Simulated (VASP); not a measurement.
Here is a VASP 6.6.1 calculation.

The input POSCAR:

```
CdO                                     
1.0
    0.0000000000      2.3523961157      2.3523961157
    2.3523961157      0.0000000000      2.3523961157
    2.3523961157      2.3523961157      0.0000000000
  Cd              O             
     1     1
Direct
     0.0000000000000000    0.0000000000000000    0.0000000000000000
     0.5000000000000000    0.5000000000000000    0.5000000000000000
```

INCAR.step1

```
ALGO = Normal
EDIFF = 1E-5
ENCUT = 520
GGA = PE
ISIF = 2
ISMEAR = 0
KPAR = 4
LASPH = T
LCHARG = F
LREAL = F
LWAVE = T
NELM = 80
PREC = Accurate
SIGMA = 0.03
```

INCAR.step2

```
ALGO = Normal
EDIFF = 1E-6
ENCUT = 520
ISIF = 2
ISMEAR = 0
ISTART = 1
KPAR = 4
LASPH = T
LCHARG = F
LREAL = F
LWAVE = F
METAGGA = MBJ
NELM = 80
PREC = Accurate
SIGMA = 0.03
```

File KPOINTS:

```
k-points
0
Gamma
  12 12 12
```

KPOINTS_OPT

```
explicit points
252
Reciprocal
 0.0000000000  0.0000000000  0.0000000000 1
 0.0357142857  0.0000000000  0.0357142857 1
 0.0714285714  0.0000000000  0.0714285714 1
 0.1071428571  0.0000000000  0.1071428571 1
 0.1428571429  0.0000000000  0.1428571429 1
 0.1785714286  0.0000000000  0.1785714286 1
[... 244 lines left out ...]
 0.4907455900  0.0092544100  0.5000000000 1
 0.5092544100 -0.0092544100  0.5000000000 1
```

Potentials or basis: VASP PAW PBE potentials, release 64 (Cd, O).

Command:

```bash
$ cat potpaw_PBE.64/Cd/POTCAR potpaw_PBE.64/O/POTCAR > POTCAR
$ cp INCAR.step1 INCAR
$ mpirun -np 4 vasp_std > vasp.out
$ cp INCAR.step2 INCAR
$ mpirun -np 4 vasp_std > vasp.out
```

Q: What does it give for the band gap on the k mesh?

A: 1.42 eV, indirect (least direct gap 2.67 eV).

Q: Predict the band gap along the path.

A: 1.42 eV, indirect (least direct gap 2.67 eV).

Levels at the corners of the path, in eV from the valence-band top:
```tsv
point	band 6	band 7	band 8	band 9	band 10	band 11	band 12	band 13
Γ	-6.15	-1.25	-1.25	-1.25	1.42	17.10	18.21	18.21
X	-5.60	-3.72	-2.07	-2.07	6.06	10.46	12.67	15.61
X	-5.60	-3.72	-2.07	-2.07	6.06	10.46	12.67	15.61
W	-5.68	-2.64	-2.64	-1.48	7.94	10.79	10.79	12.72
W	-5.68	-2.64	-2.64	-1.48	7.94	10.79	10.79	12.72
K	-5.83	-2.98	-2.45	-1.12	7.47	10.42	10.54	15.10
K	-5.83	-2.98	-2.45	-1.12	7.47	10.42	10.54	15.10
Γ	-6.15	-1.25	-1.25	-1.25	1.42	17.10	18.21	18.21
Γ	-6.15	-1.25	-1.25	-1.25	1.42	17.10	18.21	18.21
L	-5.90	-3.33	0.00	0.00	6.40	9.09	13.89	13.89
L	-5.90	-3.33	0.00	0.00	6.40	9.09	13.89	13.89
U	-5.83	-2.98	-2.45	-1.12	7.47	10.42	10.54	15.10
U	-5.83	-2.98	-2.45	-1.12	7.47	10.42	10.54	15.10
W	-5.68	-2.64	-2.64	-1.48	7.94	10.79	10.79	12.72
W	-5.68	-2.64	-2.64	-1.48	7.94	10.79	10.79	12.72
L	-5.90	-3.33	0.00	0.00	6.40	9.09	13.89	13.89
L	-5.90	-3.33	0.00	0.00	6.40	9.09	13.89	13.89
K	-5.83	-2.98	-2.45	-1.12	7.47	10.42	10.54	15.10
U	-5.83	-2.98	-2.45	-1.12	7.47	10.42	10.54	15.10
X	-5.60	-3.72	-2.07	-2.07	6.06	10.46	12.67	15.61
```
